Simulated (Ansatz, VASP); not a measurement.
HfB2: VASP beside Ansatz

```
CELL_PARAMETERS angstrom
3.14000 0.00000 0.00000
-1.57000 2.71932 0.00000
0.00000 0.00000 3.48000
ATOMIC_POSITIONS crystal
Hf 0.00000 0.00000 0.00000
B 0.66667 0.33333 0.50000
B 0.33333 0.66667 0.50000
```

Alike in both runs: functional BLYP; k mesh 10 × 10 × 8; occupations fermi-dirac, width 0.05 eV; no spin polarisation.

```csv
,VASP,Ansatz
version,VASP 6.6.1,Ansatz 0.2.0
potentials or method,"VASP PAW PBE potentials, release 64 (Hf_pv, B)",Ansatz PAW
plane-wave cutoff (eV),520,420
valence electrons in the cell,16,32
task,single point,band structure
```

VASP gave:

```
gap on the k mesh at the Fermi level (eV)       : none
pressure (GPa)                                  : 8.1
largest component of the traceless stress (GPa) : 3.45
```

**Question.** Estimate Ansatz's values.

**Answer.** gap on the k mesh at the Fermi level (eV): none; pressure (GPa): 7.8; largest component of the traceless stress (GPa): 3.18.

A gap of «none» marks a metal or a gap that the smearing closes. The two sets of potentials don't hold the same shells in valence.

Caveats: the PAW data sets were made with another functional, which shifts forces and pressure a little (VASP); spin-orbit coupling is left out, which moves the levels of the heavy elements (Ansatz); the PAW data sets come from PBE, with cores solved anew for the run's functional, which leaves a small shift of forces and pressure (Ansatz). Spin-orbit coupling is left out, which matters for the levels of Hf.
